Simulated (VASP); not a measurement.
Input of a VASP 6.6.1 run:

File INCAR:

```
PREC     = Accurate       # precision mode
ENCUT    = 600            # plane-wave cutoff, eV
EDIFF    = 1E-7           # SCF threshold, eV
ISMEAR   = -1             # smearing method
SIGMA    = 0.05           # smearing width, eV
LREAL    = F              # projectors in reciprocal space
LASPH    = T              # aspherical terms in the spheres
NELM     = 100            # most SCF steps
ALGO     = Normal         # electronic algorithm
ISIF     = 3              # what is computed and relaxed
LWAVE    = F              # write WAVECAR
LCHARG   = F              # write CHGCAR
GGA      = PE             # functional
IBRION   = 2              # ionic algorithm
NSW      = 60             # ionic steps
EDIFFG   = -0.005         # ionic threshold
```

The input KPOINTS:

```
Automatic mesh
0
Gamma
  10 10 5
```

The input POSCAR:

```
CuO
1.0
    2.3446500000     -1.7134000000      0.0000000000
    2.3446500000      1.7134000000      0.0000000000
   -0.8605543552      0.0000000000      5.0594363927
Cu O
2 2
Direct
    0.4968000000      0.0032000000      0.5000000000
    0.0032000000      0.4968000000      0.0000000000
    0.4056000000      0.5714000000      0.7537000000
    0.5714000000      0.4056000000      0.2537000000
```

Potentials or basis: VASP PAW PBE potentials, release 64 (Cu_pv, O).

Command:

```console
$ cat potpaw_PBE.64/Cu_pv/POTCAR potpaw_PBE.64/O/POTCAR > POTCAR
$ mpirun -np 1 vasp_std > vasp.out
```

Task: Predict the relaxed cell.

Result: a = 2.941 Å, b = 2.941 Å, c = 5.154 Å, α = 91.06°, β = 91.06°, γ = 86.67°.

Task: What does it give for the space group after relaxing (to 0.05 Å)?

Result: C2/c (No. 15).

Task: Estimate the relaxed volume.

Result: 11.12 Å³/atom.

Task: Predict the band gap on the k mesh.

Result: None (metal or under the smearing width).

Step by step:
| step | energy change (eV) | largest force (eV/Å) | pressure (GPa) | volume (Å³) |
| --- | --- | --- | --- | --- |
| 1 | 0.0000 | 0.7771 | 4.98 | 40.65 |
| 2 | -0.0600 | 0.3101 | -3.05 | 42.54 |
| 3 | -0.0646 | 0.2965 | -1.58 | 42.11 |
| 4 | -0.0799 | 0.2127 | 0.62 | 41.76 |
| 5 | -0.0817 | 0.2160 | 1.85 | 41.59 |
| 6 | -0.0951 | 0.1796 | 1.56 | 41.90 |
| 7 | -0.1230 | 0.0748 | 0.63 | 42.78 |
| 8 | -0.1200 | 0.2573 | -0.59 | 44.47 |
| 9 | -0.1312 | 0.1181 | 0.06 | 43.56 |
| 10 | -0.1506 | 0.0404 | -0.79 | 43.99 |
| 11 | -0.1716 | 0.1332 | -2.23 | 44.77 |
| 12 | -0.1739 | 0.1809 | -2.73 | 45.02 |
| 13 | -0.1892 | 0.1326 | 0.01 | 44.33 |
| 14 | -0.1898 | 0.1256 | 0.71 | 44.16 |
| 15 | -0.1925 | 0.0853 | 0.20 | 44.29 |
| 16 | -0.1928 | 0.0910 | 0.01 | 44.34 |
| 17 | -0.1938 | 0.0397 | -0.11 | 44.39 |
| 18 | -0.1939 | 0.0236 | -0.12 | 44.41 |
| 19 | -0.1940 | 0.0229 | -0.15 | 44.42 |
| 20 | -0.1944 | 0.0212 | 0.11 | 44.36 |
| 21 | -0.1946 | 0.0247 | 0.49 | 44.29 |
| 22 | -0.1949 | 0.0206 | 0.44 | 44.32 |
| 23 | -0.1954 | 0.0164 | 0.20 | 44.41 |
| 24 | -0.1956 | 0.0429 | -0.28 | 44.60 |
| 25 | -0.1957 | 0.0306 | -0.12 | 44.53 |
| 26 | -0.1959 | 0.0205 | -0.08 | 44.52 |
| 27 | -0.1961 | 0.0162 | -0.11 | 44.52 |
| 28 | -0.1961 | 0.0406 | -0.10 | 44.50 |
| 29 | -0.1962 | 0.0271 | -0.11 | 44.51 |
| 30 | -0.1963 | 0.0101 | 0.04 | 44.46 |
| 31 | -0.1963 | 0.0057 | 0.15 | 44.43 |
| 32 | -0.1963 | 0.0071 | 0.11 | 44.44 |
| 33 | -0.1963 | 0.0065 | -0.06 | 44.48 |
| 34 | -0.1963 | 0.0053 | 0.00 | 44.47 |
| 35 | -0.1963 | 0.0056 | -0.07 | 44.47 |
| 36 | -0.1963 | 0.0053 | 0.01 | 44.47 |
| 37 | -0.1963 | 0.0054 | 0.00 | 44.47 |
| 38 | -0.1963 | 0.0014 | 0.00 | 44.48 |

Caveat: the run has no spin polarisation, though such a crystal can be magnetic; semilocal functionals often make such compounds metallic where correlation or magnetic order opens a gap, which also shifts bond lengths. With open d or f shells a metallic result of PBE can be an artefact of self-interaction; +U or a hybrid may open a gap.
